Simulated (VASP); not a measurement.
# BaTe (Fm-3m) in VASP: notebook, part 2 of 2

VASP 6.6.1. The steps go on from the part before.

### Step 4. Single point, r2SCAN

Input file INCAR:

```
SYSTEM = BaTe
ADDGRID  = .FALSE.      
ALGO     = Normal         ! electronic algorithm
EDIFF    = 1E-6           ! SCF threshold, eV
ENCUT    = 250            ! plane-wave cutoff, eV
ISIF     = 2              ! what is computed and relaxed
ISMEAR   = 0              ! smearing method
LASPH    = .TRUE.         ! aspherical terms in the spheres
LCHARG   = .FALSE.        ! write CHGCAR
LMIXTAU  = .TRUE.       
LREAL    = .FALSE.        ! projectors in reciprocal space
LWAVE    = .FALSE.        ! write WAVECAR
METAGGA  = R2SCAN         ! meta-GGA
NELM     = 100            ! most SCF steps
PREC     = Accurate       ! precision mode
SIGMA    = 0.05           ! smearing width, eV
```

Input file KPOINTS:

```
k-points
0
G
  5 5 5
  0 0 0
```

Input file POSCAR:

```
BaTe
1.0
    0.0000000000      3.4100000000      3.4100000000
    3.4100000000      0.0000000000      3.4100000000
    3.4100000000      3.4100000000      0.0000000000
Ba Te
1 1
Direct
    0.0000000000      0.0000000000      0.0000000000
    0.5000000000      0.5000000000      0.5000000000
```

Potentials or basis: VASP PAW PBE potentials, release 64 (Ba_sv, Te).

Launch:

```console
$ cat potpaw_PBE.64/Ba_sv/POTCAR potpaw_PBE.64/Te/POTCAR > POTCAR
$ mpirun -np 1 vasp_std > vasp.out
```

OUTCAR:

```text
SYSTEM = BaTe
   EDIFF = 1E-6
   ENCUT = 250
   ISIF = 2
   ISMEAR = 0
   LASPH = .TRUE.
   LREAL = .FALSE.
   METAGGA = R2SCAN
   NELM = 100
   PREC = Accurate

 Found     10 irreducible k-points:

 Following reciprocal coordinates:
            Coordinates               Weight
  0.000000  0.000000  0.000000      1.000000
  0.200000  0.000000  0.000000      8.000000
  0.400000  0.000000  0.000000      8.000000
  0.200000  0.200000  0.000000      6.000000
  0.400000  0.200000  0.000000     24.000000
 -0.400000  0.200000  0.000000     24.000000
   k-points           NKPTS =     10   k-points in BZ     NKDIM =     10   number of bands    NBANDS=     12
   number of dos      NEDOS =    301   number of ions     NIONS =      2
   total plane-waves  NPLWV =  21952
   dimension x,y,z NGX =    28 NGY =   28 NGZ =   28
   dimension x,y,z NGXF=    56 NGYF=   56 NGZF=   56
   ions per type =               1   1
   NGX,Y,Z   is equivalent  to a cutoff of   9.65,  9.65,  9.65 a.u.
   NGXF,Y,Z  is equivalent  to a cutoff of  19.30, 19.30, 19.30 a.u.
 SYSTEM =  BaTe
   PREC   = accura    normal or accurate (medium, high low for compatibility)
   ISTART =      0    job   : 0-new  1-cont  2-samecut
   ICHARG =      2    charge: 1-file 2-atom 10-const
   ISPIN  =      1    spin polarized calculation?
   LNONCOLLINEAR =      F non collinear calculations
   LSORBIT =      F    spin-orbit coupling
   LASPH  =      T    aspherical Exc in radial PAW
   ENCUT  =  250.0 eV  18.37 Ry    4.29 a.u.   6.22  6.22  6.22*2*pi/ulx,y,z
   NELM   =    100;   NELMIN=  2; NELMDL= -5     # of ELM steps
   EDIFF  = 0.1E-05   stopping-criterion for ELM
   LREAL  =      F    real-space projection
   EDIFFG = 0.1E-04   stopping-criterion for IOM
   NSW    =      0    number of steps for IOM
   IBRION =     -1    ionic relax: 0-MD 1-quasi-New 2-CG
   NFREE  =      0    steps in history (QN), initial steepest desc. (CG)
   ISIF   =      2    stress and relaxation
   ISYM   =      2    0-nonsym 1-usesym 2-fastsym
   POTIM  = 0.5000    time-step for ionic-motion
   TEBEG  =    0.0;   TEEND  =   0.0 temperature during run
   PSTRESS=    0.0 pullay stress
   NELECT =      16.0000    total number of electrons
   NUPDOWN=      -1.0000    fix difference up-down
   EMIN   =  10.00;   EMAX   =-10.00  energy-range for DOS
   EFERMI =   0.00;   METHOD = LEGACY
   ISMEAR =     0;   SIGMA  =   0.05  broadening in eV -4-tet -1-fermi 0-gaus
   EFERMI_NEDOS =   21; number of points for ismear=-14 and -15
   IALGO  =     38    algorithm
   IMIX   =      4    mixing-type and parameters
     AMIX     =   0.40;   BMIX     =  1.00
     AMIX_MAG =   1.60;   BMIX_MAG =  1.00
  volume/ion in A,a.u.               =      39.65       267.58
  Fermi-wavevector in a.u.,A,eV,Ry     =   0.960175  1.814468 12.543704  0.921936
  Thomas-Fermi vector in A             =   2.089436
   LORBIT       =      0    0 simple, 1 ext, 2 COOP (PROOUT), +10 PAW based schemes
   METAGGA = R2SCAN    functional components
   LHFCALC =     F    Hartree Fock is set to
   AEXX    =    0.0000 exact exchange contribution
   IVDW    =     0    specifies the selected vdW correction
   LEPSILON=     F    determine dielectric tensor
   LRPA    =     F    only Hartree local field effects (RPA)
 non-spin polarized calculation
 Gauss-broadening in eV      SIGMA  =   0.05
  energy-cutoff  :      250.00
  volume of cell :       79.30
 maximum number of plane-waves:       728
 NGX is ok and might be reduce to    28
   NGX = 13   NGY = 13   NGZ = 13

 number of electron      15.9999998 magnetization

 Free energy of the ion-electron system (eV)
  ---------------------------------------------------
  ext. energy  EPLUGINS =         0.00000000
  ---------------------------------------------------
  free energy    TOTEN  =       -55.89686364 eV

  energy without entropy =      -55.89686364  energy(sigma->0) =      -55.89686364

 E-fermi :   2.8636     XC(G=0):  -8.9648

 val. band max:        2.5900924942   @ k =   0.0000   0.0000   0.0000
 cond. band min:       4.3773962694   @ k =   0.4000   0.4000   0.0000
 fundamental gap:      1.7873037751
 Fermi energy:         2.8636346035

 k-point     1 :       0.0000    0.0000    0.0000
  band No.  band energies     occupation
      1     -25.0275      2.00000
      2      -9.7764      2.00000
      3      -9.7764      2.00000
      4      -9.7764      2.00000
      5      -7.4133      2.00000
      6       2.5901      2.00000
      7       2.5901      2.00000
      8       2.5901      2.00000
      9       5.8675      0.00000
     10       5.8675      0.00000
     11       5.8675      0.00000
     12       6.5320      0.00000

 k-point     2 :       0.2000    0.0000    0.0000
  band No.  band energies     occupation
      1     -25.0199      2.00000
      2     -10.0349      2.00000
      3      -9.7802      2.00000
      4      -9.7802      2.00000
      5      -7.0264      2.00000
      6       1.4991      2.00000
      7       2.0176      2.00000
      8       2.0176      2.00000
      9       6.0320      0.00000
     10       6.4067      0.00000
     11       6.4067      0.00000
     12       7.8429      0.00000

 k-point     3 :       0.4000    0.0000    0.0000
  band No.  band energies     occupation
      1     -25.0077      2.00000
      2     -10.3580      2.00000
      3      -9.7864      2.00000
      4      -9.7864      2.00000
      5      -6.4673      2.00000
      6       0.3163      2.00000
      7       1.3822      2.00000
      8       1.3822      2.00000
      9       6.8434      0.00000
     10       7.7254      0.00000
     11       7.7254      0.00000
     12       8.6207      0.00000

 k-point     4 :       0.2000    0.2000    0.0000
  band No.  band energies     occupation
      1     -25.0174      2.00000
      2      -9.9990      2.00000
      3      -9.8163      2.00000
      4      -9.8163      2.00000
      5      -7.0346      2.00000
      6       1.1235      2.00000
      7       2.3245      2.00000
      8       2.3245      2.00000
      9       5.1376      0.00000
     10       6.9290      0.00000
     11       7.0273      0.00000
     12       7.1810      0.00000

 k-point     5 :       0.4000    0.2000    0.0000
  band No.  band energies     occupation
      1     -25.0068      2.00000
      2     -10.1991      2.00000
      3      -9.8401      2.00000
      4      -9.8330      2.00000
      5      -6.7657      2.00000
      6       0.7527      2.00000
      7       1.6528      2.00000
      8       1.8484      2.00000
      9       5.4367      0.00000
     10       7.9955      0.00000
     11       8.0553      0.00000
     12       8.4924      0.00000

 k-point     6 :      -0.4000    0.2000    0.0000
  band No.  band energies     occupation
      1     -25.0027      2.00000
      2     -10.2874      2.00000
      3      -9.8873      2.00000
      4      -9.8073      2.00000
      5      -6.5813      2.00000
      6       0.5262      2.00000
      7       1.4024      2.00000
      8       1.4789      2.00000
      9       6.8411      0.00000
     10       7.4570      0.00000
     11       7.8982      0.00000
     12       8.9130      0.00000

 [... further k-points ...]
[... 5 lines left out ...]
  --------------------------------------------------------------------------------------
  -------------------------------------------------------------------------------------
  Total        2.1930549      2.1930549      2.1930549      0.0000000      0.0000000     -0.0000000
  in kB       44.3064496     44.3064496     44.3064496      0.0000000      0.0000000     -0.0000000
  external PRESSURE =      44.3064496 kB  Pullay stress =       0.0000000 kB

 VOLUME and BASIS-vectors are now :
 -----------------------------------------------------------------------------
  energy-cutoff  :      250.00
  volume of cell :       79.30
      direct lattice vectors                 reciprocal lattice vectors
     0.000000000  3.410000000  3.410000000    -0.146627566  0.146627566  0.146627566
     3.410000000  0.000000000  3.410000000     0.146627566 -0.146627566  0.146627566
     3.410000000  3.410000000  0.000000000     0.146627566  0.146627566 -0.146627566

 POSITION                                       TOTAL-FORCE (eV/Angst)
 -----------------------------------------------------------------------------------
      0.00000      0.00000      0.00000        -0.000000     -0.000000     -0.000000
      3.41000      3.41000      3.41000         0.000000      0.000000      0.000000
 -----------------------------------------------------------------------------------
    total drift:                                0.000000      0.000000      0.000000

  FREE ENERGIE OF THE ION-ELECTRON SYSTEM (eV)
  ---------------------------------------------------
  free  energy   TOTEN  =       -55.8968636389 eV

  energy  without entropy=      -55.8968636389  energy(sigma->0) =      -55.89686364
```

Wall time 53 s (1 thread of AMD EPYC 7R43 (Zen 3), shared host); peak memory 0.11 GiB.

The run converged, but some of its settings lie outside the range that counts as converged, so its numbers aren't taken as properties of the crystal.

What came out:

| Property | Result |
| --- | --- |
| Free energy | -55.8969 eV |
| Pressure | 4.4 GPa |
| Band gap on the k mesh | 1.79 eV, indirect (least direct gap 2.17 eV) |

Caveat: the PAW data sets were made with another functional, which shifts forces and pressure a little; spin-orbit coupling is left out, which moves the levels of the heavy elements; an odd mesh through Γ misses points on the zone boundary, where band edges often lie.

### Step 5. For comparison

An earlier run on the cell as given: functional PBE; potentials or basis VASP PAW PBE potentials, release 64 (Ba_sv, Te); cutoff 520 eV; k mesh 7 × 7 × 7; occupations fermi-dirac, width 0.05 eV; no spin polarisation.

- Pressure: 4.2 GPa
- Band gap on the k mesh: 1.38 eV, indirect (least direct gap 1.76 eV)
